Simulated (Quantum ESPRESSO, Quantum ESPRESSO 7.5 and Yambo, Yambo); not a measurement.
## Quasiparticle gap of CdS (Hawleyite) in Yambo

How does a plane-wave GW calculation on CdS (Hawleyite) run from the first input to the gap?

Calculated with Quantum ESPRESSO 7.5 and Yambo 5.3.0; PBE and many-body steps on it, plane waves.

**The experiments to reproduce.**

- Gap 2.42 eV: optical gap from inflexion point of photoacoustic spectrum, as-grown film; photoacoustic spectroscopy; film (as-grown chemical bath deposited film, about 0.25 um thick, deposited at 80 C) (“Study of the band--gap shift in CdS films: Influence of thermal annealing in different atmospheres”, 1995, arxiv:cond-mat/9501125).

**1. Set-up**

It takes space group F-43m (No. 216, cubic). The conventional cell has a = 5.916 Å, b = 5.916 Å, c = 5.916 Å, α = 90.00°, β = 90.00°, γ = 90.00°. Nearest to Cd lie 4 S at 2.56 Å. Nearest to S lie 4 Cd at 2.56 Å. Farther neighbours and most contacts between anions are not listed.

The cell and positions come from the Crystallography Open Database and are kept as given unless a step says otherwise.

**2. Ground state**

This step: Quantum ESPRESSO 7.5; DFT, PBE, plane waves, norm-conserving pseudopotentials.

The ground-state density comes first.

pw.in

```
&control
  calculation = 'scf'
  prefix = 'x'
  outdir = 'o'
  pseudo_dir = 'pseudo'
/
&system
  ibrav = 0
  nat = 2
  ntyp = 2
  ecutwfc = 94.0
  nbnd = 18
  force_symmorphic = .true.
/
&electrons
  conv_thr = 1e-10
  electron_maxstep = 80
  mixing_beta = 0.5
/
ATOMIC_SPECIES
  Cd 112.41 Cd.upf
  S 32.06 S.upf
CELL_PARAMETERS angstrom
  -0.0000000000 2.9582000000 2.9582000000
  2.9582000000 -0.0000000000 2.9582000000
  2.9582000000 2.9582000000 -0.0000000000
ATOMIC_POSITIONS crystal
  Cd 0.0000000000 0.0000000000 0.0000000000
  S 0.2500000000 0.2500000000 0.2500000000
K_POINTS automatic
  6 6 6 0 0 0
```

Launch:

```
$ OMP_NUM_THREADS=1 mpirun -n 4 pw.x -nk 4 -in pw.in > pw.out
```

The program printed:

```text
Program PWSCF v.7.5 starts

     This program is part of the open-source Quantum ESPRESSO suite
     for quantum simulation of materials; please cite
         "P. Giannozzi et al., J. Phys.:Condens. Matter 21 395502 (2009);
         "P. Giannozzi et al., J. Phys.:Condens. Matter 29 465901 (2017);
         "P. Giannozzi et al., J. Chem. Phys. 152 154105 (2020);
     in publications or presentations arising from this work. More details at
     Message from routine setup:
     using ibrav=0 with symmetry is DISCOURAGED, use correct ibrav instead

     G-vector sticks info

     bravais-lattice index     =            0
     lattice parameter (alat)  =       7.9057  a.u.
     unit-cell volume          =     349.3890 (a.u.)^3
     number of atoms/cell      =            2
     number of atomic types    =            2
     number of electrons       =        26.00
     number of Kohn-Sham states=           18
     kinetic-energy cutoff     =      94.0000  Ry
     charge density cutoff     =     376.0000  Ry
     scf convergence threshold =      1.0E-10
     mixing beta               =       0.5000
     number of iterations used =            8  plain     mixing
     Exchange-correlation= PBE
                           (   1   4   3   4   0   0   0)

     celldm(1)=   7.905719  celldm(2)=   0.000000  celldm(3)=   0.000000
     celldm(4)=   0.000000  celldm(5)=   0.000000  celldm(6)=   0.000000

     crystal axes: (cart. coord. in units of alat)
               a(1) = (  -0.000000   0.707107   0.707107 )
               a(2) = (   0.707107  -0.000000   0.707107 )
               a(3) = (   0.707107   0.707107  -0.000000 )

     reciprocal axes: (cart. coord. in units 2 pi/alat)
               b(1) = ( -0.707107  0.707107  0.707107 )
               b(2) = (  0.707107 -0.707107  0.707107 )
               b(3) = (  0.707107  0.707107 -0.707107 )
     Pseudo is Norm-conserving + core correction, Zval = 20.0
     Generated using ONCVPSP code by D. R. Hamann
     Using radial grid of 1368 points,  6 beta functions with:
     Pseudo is Norm-conserving + core correction, Zval =  6.0
     Generated using ONCVPSP code by D. R. Hamann
     Using radial grid of 1146 points,  6 beta functions with:
     Cd               20.00   112.41000     Cd( 1.00)
     S                 6.00    32.06000     S ( 1.00)

     24 Sym. Ops. (no inversion) found

   Cartesian axes

     site n.     atom                  positions (alat units)
         1        Cd     tau(   1) = (   0.0000000   0.0000000   0.0000000  )
         2        S      tau(   2) = (   0.3535534   0.3535534   0.3535534  )

     number of k points=    16
                       cart. coord. in units 2pi/alat
        k(    1) = (   0.0000000   0.0000000   0.0000000), wk =   0.0092593
        k(    2) = (   0.1178511   0.1178511  -0.1178511), wk =   0.0740741
        k(    3) = (   0.2357023   0.2357023  -0.2357023), wk =   0.0740741
        k(    4) = (  -0.3535534  -0.3535534   0.3535534), wk =   0.0370370
        k(    5) = (   0.2357023   0.0000000  -0.0000000), wk =   0.0555556
        k(    6) = (   0.3535534   0.1178511  -0.1178511), wk =   0.2222222
        k(    7) = (  -0.2357023  -0.4714045   0.4714045), wk =   0.2222222
        k(    8) = (  -0.1178511  -0.3535534   0.3535534), wk =   0.2222222
        k(    9) = (   0.0000000  -0.2357023   0.2357023), wk =   0.1111111
        k(   10) = (   0.4714045   0.0000000  -0.0000000), wk =   0.0555556
     [... 4 further rows ...]
        k(   15) = (  -0.1178511  -0.3535534   0.5892557), wk =   0.2222222
        k(   16) = (  -0.7071068   0.2357023   0.0000000), wk =   0.1111111

     Dense  grid:    43143 G-vectors     FFT dimensions: (  50,  50,  50)

     Initial potential from superposition of free atoms

     starting charge      25.9997, renormalised to      26.0000
     Starting wfcs are   14 randomized atomic wfcs +    4 random wfcs

     per-process dynamical memory:    37.9 Mb

     Self-consistent Calculation

     iteration #  1     ecut=    94.00 Ry     beta= 0.50

     Threshold (ethr) on eigenvalues was too large:
     Diagonalizing with lowered threshold

     total energy              =    -372.79998326 Ry
     estimated scf accuracy    <       0.12849053 Ry

     iteration #  2     ecut=    94.00 Ry     beta= 0.50

     total energy              =    -372.83339659 Ry
     estimated scf accuracy    <       0.01302256 Ry

     iteration #  3     ecut=    94.00 Ry     beta= 0.50

     total energy              =    -372.83541375 Ry
     estimated scf accuracy    <       0.00122559 Ry

     iteration #  4     ecut=    94.00 Ry     beta= 0.50

     total energy              =    -372.83551233 Ry
     estimated scf accuracy    <       0.00004086 Ry

     iteration #  5     ecut=    94.00 Ry     beta= 0.50

     total energy              =    -372.83552140 Ry
     estimated scf accuracy    <       0.00000232 Ry

     iteration #  6     ecut=    94.00 Ry     beta= 0.50

     total energy              =    -372.83552203 Ry
     estimated scf accuracy    <       0.00000023 Ry

     iteration #  7     ecut=    94.00 Ry     beta= 0.50

     total energy              =    -372.83552209 Ry
     estimated scf accuracy    <       0.00000014 Ry

     iteration #  8     ecut=    94.00 Ry     beta= 0.50

     total energy              =    -372.83552213 Ry
     estimated scf accuracy    <       0.00000002 Ry

     iteration #  9     ecut=    94.00 Ry     beta= 0.50

     total energy              =    -372.83552213 Ry
     estimated scf accuracy    <          1.3E-10 Ry

     iteration # 10     ecut=    94.00 Ry     beta= 0.50

     End of self-consistent calculation

          k = 0.0000 0.0000 0.0000 (  5329 PWs)   bands (ev):

   -94.8934 -55.9564 -55.9564 -55.9564  -5.7204  -1.1873  -1.1873  -1.1873
    -0.7644  -0.7644   6.3926   6.3926   6.3926   7.4443  12.9289  12.9289
    12.9289  17.7126

          k = 0.1179 0.1179-0.1179 (  5354 PWs)   bands (ev):

   -94.8935 -55.9566 -55.9565 -55.9565  -5.6235  -1.1537  -1.1537  -1.0916
    -0.7649  -0.7649   4.9331   6.2045   6.2045   8.6016  12.5680  13.2277
    13.2277  16.9742

          k = 0.2357 0.2357-0.2357 (  5375 PWs)   bands (ev):

   -94.8935 -55.9569 -55.9566 -55.9566  -5.4289  -1.0990  -1.0990  -0.7522
    -0.7495  -0.7495   3.1521   5.8614   5.8614   9.2892  13.0207  13.4516
    13.4516  17.3475

          k =-0.3536-0.3536 0.3536 (  5396 PWs)   bands (ev):

     [... further k-points ...]

     highest occupied, lowest unoccupied level (ev):     6.3926    7.4443

!    total energy              =    -372.83552213 Ry
     estimated scf accuracy    <          5.8E-11 Ry

     The total energy is the sum of the following terms:
     one-electron contribution =    -254.22930242 Ry
     hartree contribution      =     132.21584744 Ry
     xc contribution           =     -54.81215059 Ry
     ewald contribution        =    -196.00991657 Ry

     convergence has been achieved in  10 iterations

     XML data file, charge density, pseudopotentials, collected wavefunctions

=------------------------------------------------------------------------------=
   JOB DONE.
=------------------------------------------------------------------------------=
```

Wall time 9.9 s (4 MPI ranks of Intel Xeon Platinum 8259CL at 2.50GHz (Skylake/Cascade Lake), shared host); peak memory 0.33 GiB; 39 s of CPU time.

Numbers from this step:

* total energy: -5072.6857 eV
* gap: 1.052 eV
* k of the valence top: 0, 0, 0
* k of the conduction bottom: 0, 0, 0
* least direct gap: 1.052 eV

The gap is direct, at Γ.

**3. Bands along the symmetry lines**

The cheap functional maps the bands first; the places of the edges decide which points the dearer methods must see.

pw.in

```
&control
  calculation = 'bands'
  prefix = 'x'
  outdir = 'o'
  pseudo_dir = 'pseudo'
/
&system
  ibrav = 0
  nat = 2
  ntyp = 2
  ecutwfc = 94.0
  nbnd = 19
  force_symmorphic = .true.
/
&electrons
  conv_thr = 1e-9
  electron_maxstep = 80
  diago_full_acc = .true.
  diago_thr_init = 5e-6
/
ATOMIC_SPECIES
  Cd 112.41 Cd.upf
  S 32.06 S.upf
CELL_PARAMETERS angstrom
  -0.0000000000 2.9582000000 2.9582000000
  2.9582000000 -0.0000000000 2.9582000000
  2.9582000000 2.9582000000 -0.0000000000
ATOMIC_POSITIONS crystal
  Cd 0.0000000000 0.0000000000 0.0000000000
  S 0.2500000000 0.2500000000 0.2500000000
K_POINTS crystal
  50
  0.00000000 0.00000000 0.00000000 1
  -0.06250000 -0.06250000 0.00000000 1
  -0.12500000 -0.12500000 0.00000000 1
  -0.18750000 -0.18750000 0.00000000 1
  -0.25000000 -0.25000000 0.00000000 1
  -0.31250000 -0.31250000 0.00000000 1
  -0.37500000 -0.37500000 0.00000000 1
  -0.43750000 -0.43750000 0.00000000 1
  -0.50000000 -0.50000000 0.00000000 1
  -0.48437500 -0.48437500 0.03125000 1
  -0.46875000 -0.46875000 0.06250000 1
  -0.45312500 -0.45312500 0.09375000 1
  -0.43750000 -0.43750000 0.12500000 1
  -0.42187500 -0.42187500 0.15625000 1
  -0.40625000 -0.40625000 0.18750000 1
  -0.39062500 -0.39062500 0.21875000 1
  -0.37500000 -0.37500000 0.25000000 1
  -0.37500000 0.00000000 0.37500000 1
  -0.32812500 0.00000000 0.32812500 1
  -0.28125000 0.00000000 0.28125000 1
  -0.23437500 0.00000000 0.23437500 1
  -0.18750000 0.00000000 0.18750000 1
  -0.14062500 0.00000000 0.14062500 1
  -0.09375000 0.00000000 0.09375000 1
  -0.04687500 0.00000000 0.04687500 1
  0.00000000 0.00000000 0.00000000 1
  0.00000000 0.00000000 0.06250000 1
  0.00000000 0.00000000 0.12500000 1
  0.00000000 0.00000000 0.18750000 1
  0.00000000 0.00000000 0.25000000 1
  0.00000000 0.00000000 0.31250000 1
  0.00000000 0.00000000 0.37500000 1
  0.00000000 0.00000000 0.43750000 1
  -0.00000000 -0.00000000 0.50000000 1
  -0.06250000 -0.03125000 0.46875000 1
  -0.12500000 -0.06250000 0.43750000 1
  -0.18750000 -0.09375000 0.40625000 1
  -0.25000000 -0.12500000 0.37500000 1
  -0.31250000 -0.15625000 0.34375000 1
  -0.37500000 -0.18750000 0.31250000 1
  -0.43750000 -0.21875000 0.28125000 1
  -0.50000000 -0.25000000 0.25000000 1
  -0.50000000 -0.28125000 0.21875000 1
  -0.50000000 -0.31250000 0.18750000 1
  -0.50000000 -0.34375000 0.15625000 1
  -0.50000000 -0.37500000 0.12500000 1
  -0.50000000 -0.40625000 0.09375000 1
  -0.50000000 -0.43750000 0.06250000 1
  -0.50000000 -0.46875000 0.03125000 1
  -0.50000000 -0.50000000 0.00000000 1
```

The program printed:

```text
[banner, memory and clock lines left out]
Program PWSCF v.7.5 starts

     Atomic positions and unit cell read from directory:
     o/x.save/

     Message from routine setup:
     using ibrav=0 with symmetry is DISCOURAGED, use correct ibrav instead

     G-vector sticks info

     bravais-lattice index     =            0
     lattice parameter (alat)  =       7.9057  a.u.
     unit-cell volume          =     349.3890 (a.u.)^3
     number of atoms/cell      =            2
     number of atomic types    =            2
     number of electrons       =        26.00
     number of Kohn-Sham states=           19
     kinetic-energy cutoff     =      94.0000  Ry
     charge density cutoff     =     376.0000  Ry
     Exchange-correlation= PBE
                           (   1   4   3   4   0   0   0)

     celldm(1)=   7.905719  celldm(2)=   0.000000  celldm(3)=   0.000000
     celldm(4)=   0.000000  celldm(5)=   0.000000  celldm(6)=   0.000000

     crystal axes: (cart. coord. in units of alat)
               a(1) = (  -0.000000   0.707107   0.707107 )
               a(2) = (   0.707107  -0.000000   0.707107 )
               a(3) = (   0.707107   0.707107  -0.000000 )

     reciprocal axes: (cart. coord. in units 2 pi/alat)
               b(1) = ( -0.707107  0.707107  0.707107 )
               b(2) = (  0.707107 -0.707107  0.707107 )
               b(3) = (  0.707107  0.707107 -0.707107 )
     Pseudo is Norm-conserving + core correction, Zval = 20.0
     Generated using ONCVPSP code by D. R. Hamann
     Using radial grid of 1368 points,  6 beta functions with:
     Pseudo is Norm-conserving + core correction, Zval =  6.0
     Generated using ONCVPSP code by D. R. Hamann
     Using radial grid of 1146 points,  6 beta functions with:
     Cd               20.00   112.41000     Cd( 1.00)
     S                 6.00    32.06000     S ( 1.00)

     24 Sym. Ops. (no inversion) found

   Cartesian axes

     site n.     atom                  positions (alat units)
         1        Cd     tau(   1) = (   0.0000000   0.0000000   0.0000000  )
         2        S      tau(   2) = (   0.3535534   0.3535534   0.3535534  )

     number of k points=    50
                       cart. coord. in units 2pi/alat
        k(    1) = (   0.0000000   0.0000000   0.0000000), wk =   0.0400000
        k(    2) = (   0.0000000   0.0000000  -0.0883883), wk =   0.0400000
        k(    3) = (   0.0000000   0.0000000  -0.1767767), wk =   0.0400000
[...]
[... 38 further rows ...]
        k(   49) = (   0.0441942  -0.0000000  -0.7071068), wk =   0.0400000
        k(   50) = (   0.0000000   0.0000000  -0.7071068), wk =   0.0400000

     Dense  grid:    43143 G-vectors     FFT dimensions: (  50,  50,  50)

     The potential is recalculated from file :
     o/x.save/charge-density

     Starting wfcs are   14 randomized atomic wfcs +    5 random wfcs

     Band Structure Calculation

     End of band structure calculation

          k = 0.0000 0.0000 0.0000 (  5329 PWs)   bands (ev):

   -94.8936 -55.9566 -55.9566 -55.9566  -5.7203  -1.1874  -1.1874  -1.1874
    -0.7645  -0.7645   6.3926   6.3926   6.3926   7.4443  12.9289  12.9289
    12.9289  17.6060  17.7127

          k = 0.0000 0.0000-0.0884 (  5381 PWs)   bands (ev):

   -94.8936 -55.9566 -55.9566 -55.9566  -5.7007  -1.1773  -1.1773  -1.1768
[...]
13.0388  17.1572  17.7356

          k = 0.0000 0.0000-0.1768 (  5373 PWs)   bands (ev):

[...]
13.3516  16.1879  17.8027

          k =-0.0000-0.0000-0.2652 (  5365 PWs)   bands (ev):

[...]
k = 0.0000 0.0000-0.3536 (  5353 PWs)   bands (ev):

[...]
k =-0.0000-0.0000-0.5303 (  5398 PWs)   bands (ev):

[...]
k =-0.0000-0.0000-0.6187 (  5394 PWs)   bands (ev):

[...]
k = 0.3977-0.0000-0.3977 (  5394 PWs)   bands (ev):

[...]
k = 0.1989-0.0000-0.1989 (  5352 PWs)   bands (ev):

[...]
k = 0.0000 0.0000 0.0000 (  5329 PWs)   bands (ev):

[...]
k = 0.2652 0.0000-0.7071 (  5368 PWs)   bands (ev):

[...]
k = 0.2210-0.0000-0.7071 (  5382 PWs)   bands (ev):

[...]
k = 0.1768-0.0000-0.7071 (  5386 PWs)   bands (ev):

[...]
k = 0.1326-0.0000-0.7071 (  5378 PWs)   bands (ev):

[...]
k = 0.0884-0.0000-0.7071 (  5394 PWs)   bands (ev):

[...]
k = 0.0442-0.0000-0.7071 (  5398 PWs)   bands (ev):

[...]
16.7303  16.9219  18.5829

          k = 0.0000 0.0000-0.7071 (  5410 PWs)   bands (ev):

   -94.8937 -55.9571 -55.9569 -55.9569  -5.2122  -0.9875  -0.8790  -0.8790
    -0.6882  -0.3594   2.6294   4.6610   4.6610  10.0198  10.6859  15.4185
    16.9108  16.9108  18.4880

     XML data file, pseudopotentials, collected wavefunctions
```

Elapsed: 8.6 s, on 4 MPI ranks; peak memory 0.29 GiB.

Numbers from this step:

* gap: 1.052 eV
* k of the valence top: 0, 0, 0
* k of the conduction bottom: 0, 0, 0
* least direct gap: 1.052 eV

The gap is 1.052 eV, as in the run before at this level.

The electronic bands at the labelled points (eV, zero at the top of the highest filled band):

```tsv
point	band 10	band 11	band 12	band 13	band 14	band 15	band 16	band 17
Γ	-7.16	0.00	0.00	0.00	1.05	6.54	6.54	6.54
halfway	-7.12	-2.25	-0.94	-0.94	3.49	4.84	8.04	8.04
X	-6.75	-3.76	-1.73	-1.73	3.63	4.29	9.03	10.52
halfway	-6.70	-3.75	-1.98	-1.65	3.90	4.58	8.80	9.86
U	-6.64	-3.73	-2.34	-1.41	4.23	5.35	8.38	8.92
jump to K	-6.64	-3.73	-2.34	-1.41	4.23	5.35	8.38	8.92
halfway	-7.10	-2.65	-1.26	-0.39	3.47	6.06	6.76	7.24
Γ	-7.16	0.00	0.00	0.00	1.05	6.54	6.54	6.54
halfway	-7.15	-2.39	-0.36	-0.36	2.69	6.23	7.02	7.02
L	-6.81	-4.14	-0.69	-0.69	2.95	6.99	6.99	7.33
halfway	-6.71	-3.88	-1.80	-1.12	4.25	5.83	7.13	8.26
W	-6.59	-3.70	-2.08	-2.04	5.24	5.44	7.14	8.04
halfway	-6.67	-3.73	-1.91	-1.89	4.30	4.72	8.57	8.81
X	-6.75	-3.76	-1.73	-1.73	3.63	4.29	9.03	10.52
```

(Part 1 of 3 ends here.)

[Paths, hosts, dates, memory and timing lines, banners, echoed tables and standing remarks are left out of the program output.]

[Logs are printed without paths, hosts, clocks, repeated set-up lines and the standing remarks that a program may print on its own settings, such as how far it seeks lower states.]

[Runs of the session that timed out or met a known fault of the program may be left out.]

[Hosts, paths, dates, database ids (printed as entryN), source tags and the programs' standing remarks are cut or masked in the printed files.]
